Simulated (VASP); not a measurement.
Write the native input for VASP 6.6.1 that does the following.

| Quantity | Value |
| --- | --- |
| Task | band structure |
| Functional | PBEsol |
| Potentials or basis | VASP PAW PBE potentials, release 64 (Ti_sv, O) |
| Cutoff | 520 eV |
| k mesh | 10 × 10 × 8 |
| Occupations | fermi-dirac, width 0.05 eV |
| Spin | no spin polarisation |
| Further INCAR settings | ALGO = Fast; EDIFF = 1e-06; NBANDS = 16 |

The structure of TiO lies in POSCAR:

```
TiO
1.0
    3.0310000000      0.0000000000      0.0000000000
   -1.5155000000      2.6249229989      0.0000000000
    0.0000000000      0.0000000000      3.2377000000
Ti O
1 1
Direct
    0.6666666667      0.3333333333      0.0000000000
    0.0000000000      0.0000000000      0.5000000000
```

The input as run:

INCAR

```
SYSTEM = TiO
PREC = Accurate ; ENCUT = 520
EDIFF = 1E-6 ; ISMEAR = -1
SIGMA = 0.05 ; LREAL = .FALSE.
LASPH = .TRUE. ; NELM = 100
ALGO = Fast ; ISIF = 2
LWAVE = .FALSE. ; LCHARG = .FALSE.
LMAXMIX = 4 ; GGA = PS
NBANDS = 16
```

KPOINTS

```
Automatic mesh
0
G
  10 10 8
  0 0 0
```

KPOINTS_OPT

```
path GMKGALHA,LM,KH
20
line-mode
reciprocal
 0.0000000000  0.0000000000  0.0000000000  G
 0.5000000000  0.0000000000  0.0000000000  M

 0.5000000000  0.0000000000  0.0000000000  M
 0.3333333333  0.3333333333  0.0000000000  K

 0.3333333333  0.3333333333  0.0000000000  K
 0.0000000000  0.0000000000  0.0000000000  G

 0.0000000000  0.0000000000  0.0000000000  G
 0.0000000000  0.0000000000  0.5000000000  A

 0.0000000000  0.0000000000  0.5000000000  A
 0.5000000000  0.0000000000  0.5000000000  L

 0.5000000000  0.0000000000  0.5000000000  L
 0.3333333333  0.3333333333  0.5000000000  H

 0.3333333333  0.3333333333  0.5000000000  H
 0.0000000000  0.0000000000  0.5000000000  A

 0.5000000000  0.0000000000  0.5000000000  L
 0.5000000000  0.0000000000  0.0000000000  M

 0.3333333333  0.3333333333  0.0000000000  K
 0.3333333333  0.3333333333  0.5000000000  H
```

Potentials or basis: VASP PAW PBE potentials, release 64 (Ti_sv, O).

Command:

```bash
$ cat potpaw_PBE.64/Ti_sv/POTCAR potpaw_PBE.64/O/POTCAR > POTCAR
$ mpirun -np 1 vasp_std > vasp.out
```

Results of the run:

```
Pressure                : -40.5 GPa
Band gap along the path : none (metal or under the smearing width)
```

Caveat: a pressure of tens of GPa on the cell as given is suspect, and the run, the potentials or the cell itself is likely at fault; the PAW data sets were made with another functional, which shifts forces and pressure a little; semilocal functionals often make such compounds metallic where correlation or magnetic order opens a gap, which also shifts bond lengths.

Run time: 24 s on 1 thread of Intel(R) Xeon(R) 6975P-C (Granite Rapids), with other jobs on the host, peak memory 0.17 GiB.
